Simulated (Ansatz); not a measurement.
**BP: a line through an energy map**

One line of a two-coordinate grid on BP (F-43m, No. 216; 2 atoms in the cell): volume per atom is varied, at c/a of the conventional cell = 0.913.

Computed with Ansatz 0.2.0 (DFT PBEsol, scalar-relativistic, plane waves, PAW, unless a step's input says otherwise).

40 further runs of the same task are left out: 1 that didn't finish, 39 set aside as unsound or not needed.

## 1. Starting point

It takes space group F-43m (No. 216, cubic). The conventional cell has a = 4.520 Å, b = 4.520 Å, c = 4.520 Å, α = 90.00°, β = 90.00°, γ = 90.00°. B (site symmetry -43m) is surrounded by 4 P at 1.96 Å. P (site symmetry -43m) is surrounded by 4 B at 1.96 Å.

As a file:

```
CELL_PARAMETERS angstrom
0.00000 2.25998 2.25998
2.25998 0.00000 2.25998
2.25998 2.25998 0.00000
ATOMIC_POSITIONS crystal
B 0.00000 0.00000 0.00000
P 0.75000 0.75000 0.75000
```

This cell was relaxed beforehand with the same method: volume 11.54 Å³/atom, gap on the mesh 1.12 eV.

## 2. Plan of the line

The energy is mapped over volume and the cell's shape.

First coordinate, volume per atom: 9 values from 10.619 to 12.466 Å³. Second coordinate, c/a of the conventional cell: 9 values from 0.886 to 1.128.

Nothing else is relaxed (symmetry fixes all fractional coordinates). Energies count from the relaxed crystal. Points are written as (first, second).

## 3. Point (10.619 Å³, 0.913)

File input.yaml:

```yaml
crystal:
  lattice:
    - [0.0, 2.0693482053, 2.2652963386]
    - [2.2652963386, 0.0, 2.2652963386]
    - [2.2652963386, 2.0693482053, 0.0]
  atoms:
    - { symbol: B, position: [0.0, 0.0, 0.0] }
    - { symbol: P, position: [0.75, 0.75, 0.75] }
basis:
  ecutwfc: 520.0
kpoints:
  mp_grid: { grid: [12, 12, 12] }
hamiltonian:
  xc: pbesol
scf:
  occupations: { method: gaussian, width: 0.05 }
output:
  forces: true
  stress: true
  eigenvalues: true
```

Launch:

```console
$ ansatz run input.yaml --threads 1 --pin off --max-ram 2048MiB --backend cpu --events-out ev --progress --plain --runs-dir out
```

The log of the run, shortened:

```text
Warning: RAYON_NUM_THREADS=1 ignored (pool sized by the plan → 1); use --threads N
[...]
Pseudopotentials: kind: paw
Pseudopotential: B, paw, valence charge 3, recommended cutoff 420 eV (normal), B.paw.azcp
Pseudopotential: P, paw, valence charge 5, recommended cutoff 420 eV (normal), P.paw.azcp
Functional definition: PBEsol
[...]
Crystal: 2 atoms, lattice volume = 21.238 Å³
Basis set: ecut = 520 eV, 567 PW (Γ), exchange–correlation on 48×48×48 points (8 copies of the dense FFT grid, shifted against one another)
Bands: 8, of which v1, the nominal top of the filled ones, is band 4 counted from 1 (3 counted from 0)
Symmetry: 8 space group operations
Space group: I-4m2 (ITA 119), of the structure as read, at distance tolerance 2.8e-5 Å
k-points: 163 of 1728 (time reversal used)
[...]
SCF iter   1: F=—  HF=-893.411005 eV  |F-HF|=—  |Δ(HF+E_count)|=         —  Δρ=4.79e-3  dr2=5.11e-3  ethr=1.77e-3  ⟨swp⟩=6.2  Hψ=11981  notcnv=0
[...]
SCF iter   6: F=-893.409632 eV  HF=-893.409632 eV  |F-HF|=1.63e-8  |Δ(HF+E_count)|=   1.07e-7  Δρ=9.53e-6  dr2=2.24e-8  ethr=1.25e-9  ⟨swp⟩=5.0  Hψ=6306  notcnv=0
[...]
SCF converged after 6 iterations
Free energy (F): -893.409632 eV
[...]
E sigma→0 (E₀):  -893.409597 eV
Entropy (-TS):   -0.000069 eV (-0.034 meV/atom)
Fermi energy:    10.799406 eV
[...]
--- Forces (eV/Å), atoms counted from 1 ---
  atom   1  B     -0.00000000     0.00000000     0.00000000
  atom   2  P      0.00000000     0.00000000     0.00000000
[...]
--- Stress (GPa, compression-positive) ---
        8.962330       0.000000      -0.000000
        0.000000      30.695691       0.000000
       -0.000000       0.000000       8.962330
  P = ⅓ Tr σ = 16.2068 GPa (162.068 kbar)
--- Band table (eV; the first three rows and the last of 163) ---
  k-point 0: bands = ["-5.7828", "10.3101", "10.3101", "11.1412", "13.8220", "14.3252", "14.3252", "19.3216"]
[...]
```

It took 3 s on 1 thread of Arm Neoverse V2, shared host; peak memory 0.33 GiB.

That is 91 meV/atom from the zero.

## 4. Grid point (10.850 Å³, 0.913)

Changes to input.yaml since step 3:

```diff
@@ -2,5 +2,5 @@
   lattice:
-    - [0.0, 2.0693482053, 2.2652963386]
-    - [2.2652963386, 0.0, 2.2652963386]
-    - [2.2652963386, 2.0693482053, 0.0]
+    - [0.0, 2.0842458584, 2.2816046616]
+    - [2.2816046616, 0.0, 2.2816046616]
+    - [2.2816046616, 2.0842458584, 0.0]
   atoms:
```

Launch:

```console
$ ansatz run input.yaml --threads 1 --pin off --max-ram 2048MiB --backend cpu --events-out ev --progress --plain --runs-dir out
```

The log of the run, shortened:

```text
Warning: RAYON_NUM_THREADS=1 ignored (pool sized by the plan → 1); use --threads N
[...]
Pseudopotentials: kind: paw
Pseudopotential: B, paw, valence charge 3, recommended cutoff 420 eV (normal), B.paw.azcp
Pseudopotential: P, paw, valence charge 5, recommended cutoff 420 eV (normal), P.paw.azcp
Functional definition: PBEsol
[...]
Crystal: 2 atoms, lattice volume = 21.700 Å³
Basis set: ecut = 520 eV, 583 PW (Γ), exchange–correlation on 48×48×48 points (8 copies of the dense FFT grid, shifted against one another)
Bands: 8, of which v1, the nominal top of the filled ones, is band 4 counted from 1 (3 counted from 0)
Symmetry: 8 space group operations
Space group: I-4m2 (ITA 119), of the structure as read, at distance tolerance 2.8e-5 Å
k-points: 163 of 1728 (time reversal used)
[...]
SCF iter   1: F=—  HF=-893.450795 eV  |F-HF|=—  |Δ(HF+E_count)|=         —  Δρ=4.63e-3  dr2=5.02e-3  ethr=1.77e-3  ⟨swp⟩=6.1  Hψ=12000  notcnv=0
[...]
SCF iter   6: F=-893.449474 eV  HF=-893.449474 eV  |F-HF|=1.07e-8  |Δ(HF+E_count)|=   7.13e-8  Δρ=7.71e-6  dr2=1.49e-8  ethr=1.25e-9  ⟨swp⟩=5.0  Hψ=6397  notcnv=0
[...]
SCF converged after 6 iterations
Free energy (F): -893.449474 eV
[...]
E sigma→0 (E₀):  -893.449449 eV
Entropy (-TS):   -0.000050 eV (-0.025 meV/atom)
Fermi energy:    10.505942 eV
[...]
--- Forces (eV/Å), atoms counted from 1 ---
  atom   1  B     -0.00000000    -0.00000000     0.00000000
  atom   2  P      0.00000000    -0.00000000    -0.00000000
[...]
--- Stress (GPa, compression-positive) ---
        4.313720      -0.000000      -0.000000
       -0.000000      25.875090      -0.000000
       -0.000000      -0.000000       4.313720
  P = ⅓ Tr σ = 11.5008 GPa (115.008 kbar)
--- Band table (eV; the first three rows and the last of 163) ---
  k-point 0: bands = ["-5.8926", "10.0008", "10.0008", "10.8251", "13.4668", "13.9738", "13.9738", "18.6659"]
[...]
```

It took 3 s on 1 thread of Arm Neoverse V2, shared host; peak memory 0.33 GiB.

That is 71 meV/atom from the zero.

## 5. The run at (11.312 Å³, 0.913)

Changes to input.yaml since step 4:

```diff
@@ -2,5 +2,5 @@
   lattice:
-    - [0.0, 2.0842458584, 2.2816046616]
-    - [2.2816046616, 0.0, 2.2816046616]
-    - [2.2816046616, 2.0842458584, 0.0]
+    - [0.0, 2.1134184767, 2.313539657]
+    - [2.313539657, 0.0, 2.313539657]
+    - [2.313539657, 2.1134184767, 0.0]
   atoms:
```

Launch:

```console
$ ansatz run input.yaml --threads 1 --pin off --max-ram 2048MiB --backend cpu --events-out ev --progress --plain --runs-dir out
```

The log of the run, shortened:

```text
[...]
SCF converged after 6 iterations
Free energy (F): -893.491516 eV
[...]
E sigma→0 (E₀):  -893.491500 eV
Entropy (-TS):   -0.000033 eV (-0.016 meV/atom)
Fermi energy:    9.980327 eV
[...]
--- Forces (eV/Å), atoms counted from 1 ---
  atom   1  B     -0.00000000    -0.00000000     0.00000000
  atom   2  P      0.00000000    -0.00000000    -0.00000000
[...]
--- Stress (GPa, compression-positive) ---
       -3.685840       0.000000      -0.000000
       -0.000000      17.382422      -0.000000
       -0.000000      -0.000000      -3.685840
  P = ⅓ Tr σ = 3.3369 GPa (33.369 kbar)
--- Band table (eV; the first three rows and the last of 163) ---
  k-point 0: bands = ["-6.0992", "9.4143", "9.4143", "10.2244", "12.7992", "13.3121", "13.3121", "17.4193"]
[...]
```

Wall time 3.2 s (1 thread of Arm Neoverse V2, shared host); peak memory 0.33 GiB.

That is 50 meV/atom from the zero.

## 6. Point (11.543 Å³, 0.913)

Changes to input.yaml since step 5:

```diff
@@ -2,5 +2,5 @@
   lattice:
-    - [0.0, 2.1134184767, 2.313539657]
-    - [2.313539657, 0.0, 2.313539657]
-    - [2.313539657, 2.1134184767, 0.0]
+    - [0.0, 2.1276973733, 2.3291706331]
+    - [2.3291706331, 0.0, 2.3291706331]
+    - [2.3291706331, 2.1276973733, 0.0]
   atoms:
```

Launch:

```console
$ ansatz run input.yaml --threads 1 --pin off --max-ram 2048MiB --backend cpu --events-out ev --progress --plain --runs-dir out
```

The log of the run, shortened:

```text
[...]
SCF converged after 6 iterations
Free energy (F): -893.495969 eV
[...]
E sigma→0 (E₀):  -893.495953 eV
Entropy (-TS):   -0.000033 eV (-0.016 meV/atom)
Fermi energy:    9.735954 eV
[...]
--- Forces (eV/Å), atoms counted from 1 ---
  atom   1  B     -0.00000000     0.00000000     0.00000000
  atom   2  P      0.00000000     0.00000000     0.00000000
[...]
--- Stress (GPa, compression-positive) ---
       -7.122399       0.000000      -0.000000
        0.000000      13.667130       0.000000
       -0.000000       0.000000      -7.122399
  P = ⅓ Tr σ = -0.1926 GPa (-1.926 kbar)
--- Band table (eV; the first three rows and the last of 163) ---
  k-point 0: bands = ["-6.1965", "9.1364", "9.1364", "9.9391", "12.4853", "13.0003", "13.0003", "16.8276"]
[...]
```

Wall time 3.2 s (1 thread of Arm Neoverse V2, shared host); peak memory 0.33 GiB.

On the map this point reads 48 meV/atom.

## 7. The run at (11.774 Å³, 0.913)

Changes to input.yaml since step 6:

```diff
@@ -2,5 +2,5 @@
   lattice:
-    - [0.0, 2.1276973733, 2.3291706331]
-    - [2.3291706331, 0.0, 2.3291706331]
-    - [2.3291706331, 2.1276973733, 0.0]
+    - [0.0, 2.1418072203, 2.344616552]
+    - [2.344616552, 0.0, 2.344616552]
+    - [2.344616552, 2.1418072203, 0.0]
   atoms:
```

Launch:

```console
$ ansatz run input.yaml --threads 1 --pin off --max-ram 2048MiB --backend cpu --events-out ev --progress --plain --runs-dir out
```

The log of the run, shortened:

```text
[...]
SCF converged after 6 iterations
Free energy (F): -893.490709 eV
[...]
E sigma→0 (E₀):  -893.490693 eV
Entropy (-TS):   -0.000033 eV (-0.016 meV/atom)
Fermi energy:    9.499884 eV
[...]
--- Forces (eV/Å), atoms counted from 1 ---
  atom   1  B     -0.00000000     0.00000000     0.00000000
  atom   2  P      0.00000000     0.00000000    -0.00000000
[...]
--- Stress (GPa, compression-positive) ---
      -10.238067       0.000000       0.000000
        0.000000      10.264586       0.000000
        0.000000       0.000000     -10.238067
  P = ⅓ Tr σ = -3.4038 GPa (-34.038 kbar)
--- Band table (eV; the first three rows and the last of 163) ---
  k-point 0: bands = ["-6.2902", "8.8676", "8.8676", "9.6627", "12.1830", "12.6996", "12.6996", "16.2547"]
[...]
```

Wall time 3.3 s (1 thread of Arm Neoverse V2, shared host); peak memory 0.33 GiB.

That is 50 meV/atom from the zero.

## 8. The run at (12.005 Å³, 0.913)

Changes to input.yaml since step 7:

```diff
@@ -2,5 +2,5 @@
   lattice:
-    - [0.0, 2.1418072203, 2.344616552]
-    - [2.344616552, 0.0, 2.344616552]
-    - [2.344616552, 2.1418072203, 0.0]
+    - [0.0, 2.1557236647, 2.359850755]
+    - [2.359850755, 0.0, 2.359850755]
+    - [2.359850755, 2.1557236647, 0.0]
   atoms:
```

Launch:

```console
$ ansatz run input.yaml --threads 1 --pin off --max-ram 2048MiB --backend cpu --events-out ev --progress --plain --runs-dir out
```

The log of the run, shortened:

```text
[...]
SCF converged after 6 iterations
Free energy (F): -893.476628 eV
[...]
E sigma→0 (E₀):  -893.476611 eV
Entropy (-TS):   -0.000033 eV (-0.016 meV/atom)
Fermi energy:    9.272139 eV
[...]
--- Forces (eV/Å), atoms counted from 1 ---
  atom   1  B      0.00000000     0.00000000     0.00000000
  atom   2  P      0.00000000    -0.00000000    -0.00000000
[...]
--- Stress (GPa, compression-positive) ---
      -13.054850       0.000000      -0.000000
        0.000000       7.155031      -0.000000
       -0.000000      -0.000000     -13.054850
  P = ⅓ Tr σ = -6.3182 GPa (-63.182 kbar)
--- Band table (eV; the first three rows and the last of 163) ---
  k-point 0: bands = ["-6.3803", "8.6081", "8.6081", "9.3954", "11.8922", "12.4100", "12.4100", "15.7013"]
[...]
```

Wall time 3.3 s (1 thread of Arm Neoverse V2, shared host); peak memory 0.33 GiB.

Energy on the map's scale: 57 meV/atom.

## 9. The run at (12.235 Å³, 0.913)

Changes to input.yaml since step 8:

```diff
@@ -2,5 +2,5 @@
   lattice:
-    - [0.0, 2.1557236647, 2.359850755]
-    - [2.359850755, 0.0, 2.359850755]
-    - [2.359850755, 2.1557236647, 0.0]
+    - [0.0, 2.1694036126, 2.3748260674]
+    - [2.3748260674, 0.0, 2.3748260674]
+    - [2.3748260674, 2.1694036126, 0.0]
   atoms:
```

Launch:

```console
$ ansatz run input.yaml --threads 1 --pin off --max-ram 2048MiB --backend cpu --events-out ev --progress --plain --runs-dir out
```

The log of the run, shortened:

```text
[...]
SCF converged after 6 iterations
Free energy (F): -893.454642 eV
[...]
E sigma→0 (E₀):  -893.454625 eV
Entropy (-TS):   -0.000034 eV (-0.017 meV/atom)
Fermi energy:    9.052716 eV
[...]
--- Forces (eV/Å), atoms counted from 1 ---
  atom   1  B     -0.00000000     0.00000000     0.00000000
  atom   2  P      0.00000000     0.00000000     0.00000000
[...]
--- Stress (GPa, compression-positive) ---
      -15.592636      -0.000000       0.000000
        0.000000       4.322510       0.000000
        0.000000       0.000000     -15.592636
  P = ⅓ Tr σ = -8.9543 GPa (-89.543 kbar)
--- Band table (eV; the first three rows and the last of 163) ---
  k-point 0: bands = ["-6.4668", "8.3582", "8.3582", "9.1378", "11.6134", "12.1320", "12.1320", "15.1684"]
[...]
```

Wall time 3.4 s (1 thread of Arm Neoverse V2, shared host); peak memory 0.33 GiB.

That is 68 meV/atom from the zero.

## 10. Grid point (12.466 Å³, 0.913)

Changes to input.yaml since step 9:

```diff
@@ -2,5 +2,5 @@
   lattice:
-    - [0.0, 2.1694036126, 2.3748260674]
-    - [2.3748260674, 0.0, 2.3748260674]
-    - [2.3748260674, 2.1694036126, 0.0]
+    - [0.0, 2.1829715479, 2.3896787608]
+    - [2.3896787608, 0.0, 2.3896787608]
+    - [2.3896787608, 2.1829715479, 0.0]
   atoms:
```

Launch:

```console
$ ansatz run input.yaml --threads 1 --pin off --max-ram 2048MiB --backend cpu --events-out ev --progress --plain --runs-dir out
```

The log of the run, shortened:

```text
Warning: RAYON_NUM_THREADS=1 ignored (pool sized by the plan → 1); use --threads N
[...]
Pseudopotentials: kind: paw
Pseudopotential: B, paw, valence charge 3, recommended cutoff 420 eV (normal), B.paw.azcp
Pseudopotential: P, paw, valence charge 5, recommended cutoff 420 eV (normal), P.paw.azcp
Functional definition: PBEsol
[...]
Crystal: 2 atoms, lattice volume = 24.932 Å³
Basis set: ecut = 520 eV, 645 PW (Γ), exchange–correlation on 50×54×50 points (8 copies of the dense FFT grid, shifted against one another)
Bands: 8, of which v1, the nominal top of the filled ones, is band 4 counted from 1 (3 counted from 0)
Symmetry: 8 space group operations
Space group: I-4m2 (ITA 119), of the structure as read, at distance tolerance 2.9e-5 Å
k-points: 163 of 1728 (time reversal used)
[...]
SCF iter   1: F=—  HF=-893.426522 eV  |F-HF|=—  |Δ(HF+E_count)|=         —  Δρ=3.94e-3  dr2=4.88e-3  ethr=1.77e-3  ⟨swp⟩=6.2  Hψ=12077  notcnv=0
[...]
SCF iter   6: F=-893.425298 eV  HF=-893.425298 eV  |F-HF|=2.85e-9  |Δ(HF+E_count)|=   6.25e-8  Δρ=5.97e-6  dr2=9.55e-9  ethr=1.25e-9  ⟨swp⟩=6.9  Hψ=7450  notcnv=0
[...]
SCF converged after 6 iterations
Free energy (F): -893.425298 eV
[...]
E sigma→0 (E₀):  -893.425279 eV
Entropy (-TS):   -0.000038 eV (-0.019 meV/atom)
Fermi energy:    8.836878 eV
[...]
--- Forces (eV/Å), atoms counted from 1 ---
  atom   1  B     -0.00000000    -0.00000000     0.00000000
  atom   2  P      0.00000000    -0.00000000    -0.00000000
[...]
--- Stress (GPa, compression-positive) ---
      -17.900083       0.000000       0.000000
       -0.000000       1.725368      -0.000000
        0.000000      -0.000000     -17.900083
  P = ⅓ Tr σ = -11.3583 GPa (-113.583 kbar)
--- Band table (eV; the first three rows and the last of 163) ---
  k-point 0: bands = ["-6.5505", "8.1155", "8.1155", "8.8871", "11.3433", "11.8624", "11.8624", "14.6507"]
[...]
```

Run time: 3.4 s. Hardware: 1 thread of Arm Neoverse V2, shared host; peak memory 0.34 GiB.

Energy on the map's scale: 83 meV/atom.

## 11. The line in numbers

```
volume per atom (Å³)  step  energy (meV/atom)  slope (meV/atom per Å³)  pressure (GPa)
              10.619     3                 91                     −101            16.2
              10.850     4                 71                      −72            11.5
              11.081     –                 57                      −45             7.2
              11.312     5                 50                      −21             3.3
              11.543     6                 48                        1            −0.2
              11.774     7                 50                       21            −3.4
              12.005     8                 57                       39            −6.3
              12.235     9                 68                       56            −9.0
              12.466    10                 83                       71           −11.4
```

Energies count from the relaxed crystal. Rows without a step come from runs not printed here or follow by symmetry. Slopes come from the forces (and the stress, where the cell changes), not from differences of energies.

In words: The lowest point of the line is at 11.543 Å³, 48 meV/atom from the zero. A fit to energies and slopes at the lowest point and its two neighbours puts the minimum at 11.5291 Å³, with a curvature of about 91 meV/atom per (Å³)². V·d²E/dV² there is about 170 GPa, a bulk modulus under this line's constraint. The highest point computed, at 10.619 Å³, lies 43 meV/atom above the lowest. This is one cut through a surface in two coordinates; the map's lowest point lies off it. The gap on the mesh closes on part of the grid.

These are semilocal Kohn-Sham gaps, which aren't the measured quantity. Such gaps usually fall short of the measured ones.
